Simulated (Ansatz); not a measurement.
Write a Python script for Ansatz's Python interface that makes cell relaxations under several functionals of SrO, space group P6_3mc. Use (first run): BLYP, PAW, cutoff 420 eV, 6×6×4 k-points, Fermi-Dirac smearing of 0.01 eV, D3BJ dispersion.

```
Sr O
1.0
     4.27547    0.00000    0.00000
    -2.13773    3.70266    0.00000
     0.00000    0.00000    5.15559
Sr O
2 2
Direct
  0.33333 0.66667 0.93813
  0.66667 0.33333 0.43813
  0.33333 0.66667 0.43687
  0.66667 0.33333 0.93687
```

`sro.py`
```python
import warnings

import ansatz as az
from ase import Atoms
import numpy as np

def edges_and_angles(cell):
    cell = np.asarray(cell)
    a, b, c = np.linalg.norm(cell, axis=1)
    cosines = cell[1] @ cell[2] / (b * c), cell[0] @ cell[2] / (a * c), cell[0] @ cell[1] / (a * b)
    return (a, b, c, *np.degrees(np.arccos(cosines)))

warnings.simplefilter('ignore', az.DeckWarning)

atoms = Atoms(
    ['Sr', 'Sr', 'O', 'O'],
    scaled_positions=[
        [1 / 3, 2 / 3, 0.9381277],
        [2 / 3, 1 / 3, 0.4381277],
        [1 / 3, 2 / 3, 0.4368723],
        [2 / 3, 1 / 3, 0.9368723],
    ],
    cell=[
        [4.27546627, 0.0, 0.0],
        [-2.13773313, 3.7026624, 0.0],
        [0.0, 0.0, 5.15559499],
    ],
    pbc=True,
)
xtal = az.Crystal.from_ase(atoms)

calc = (
    xtal.calculation()
    .occupations('Fermi-Dirac', width=0.01)
    .basis(420)
    .kpoints(6, 6, 4, center='gamma')
    .relax(cell=True)
)

levels = [('blyp', 'd3bj'), ('pbesol', 'd3bj'), ('pbesol', 'none')]
print('level            a       b       c    alpha   beta  gamma  V/atom  steps')
for name, dispersion in levels:
    seen = []
    run = calc.functional(name, dispersion=dispersion).session().plan()
    outcome = run.execute(on_event=lambda e: seen.append(e) if e['event'] == 'relax_step' else None)
    cell = outcome.lattice.cell_ang
    label = name if dispersion == 'none' else f'{name}+{dispersion}'
    print('{:13s} {:7.4f} {:7.4f} {:7.4f} {:6.2f} {:6.2f} {:6.2f}'.format(label, *edges_and_angles(cell)), f'{abs(np.linalg.det(cell)) / len(outcome.lattice.sites):7.3f} {len(seen):5d}')
```

`python sro.py` gives:
```text
level            a       b       c    alpha   beta  gamma  V/atom  steps
blyp+d3bj      4.2524  4.2524  5.1568  90.00  90.00 120.00  20.189     5
pbesol+d3bj    4.1985  4.1985  5.0732  90.00  90.00 120.00  19.361     7
pbesol         4.2356  4.2356  5.1095  90.00  90.00 120.00  19.846     7
```

From smallest to largest: PBEsol+D3BJ (19.36 Å³ an atom, -5.1 % against the start), PBEsol (19.85 Å³ an atom, -2.7 % against the start) and BLYP+D3BJ (20.19 Å³ an atom, -1.1 % against the start). The spread is 4.3 % in volume.

Caveats:
- Within a few hundredths of an angstrom the cell has the higher group P6_3/mmc; the lower one is a small distortion.
- The cell relaxed to the group P6_3/mmc; tensors and edges are in the axes of the typed cell.
- The structure comes from a database of computed cells and needn't be a stable or known phase.
- Finished in 65 s on 1 thread of Arm Neoverse V1, on a shared host, peak memory 0.43 GiB.
